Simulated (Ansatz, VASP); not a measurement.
Ru: VASP beside Ansatz

```
CELL_PARAMETERS angstrom
2.77536 0.00000 0.00000
-1.38768 2.40353 0.00000
0.00000 0.00000 4.24935
ATOMIC_POSITIONS crystal
Ru 0.33333 0.66667 0.25000
Ru 0.66667 0.33333 0.75000
```

Alike in both runs: task single point; functional PBEsol; k mesh 21 × 21 × 12; occupations gaussian, width 0.15 eV; no spin polarisation.

|  | VASP | Ansatz |
| --- | --- | --- |
| version | VASP 6.6.1 | Ansatz 0.2.0 |
| potentials or method | VASP PAW PBE potentials, release 64 (Ru_pv) | scalar-relativistic, plane waves, PAW |
| plane-wave cutoff (eV) | 520 | 420 |
| valence electrons in the cell | 28 | 32 |

Ansatz gave:

```
gap on the k mesh at the Fermi level (eV)       : none
pressure (GPa)                                  : -17.8
largest component of the traceless stress (GPa) : 7.03
```

Problem. What did VASP give for the same quantities?

Solution. gap on the k mesh at the Fermi level (eV): none; pressure (GPa): -17.9; largest component of the traceless stress (GPa): 7.02.

A gap of «none» marks a metal or a gap that the smearing closes. The two sets of potentials don't hold the same shells in valence. Ansatz warned: «pseudo_functional_mismatch».

Caveats: so large a pressure means that the cell lies far from this level's equilibrium, or that cutoff or potentials fall short (VASP); the potentials were made for another functional, which shifts forces and pressure (VASP).
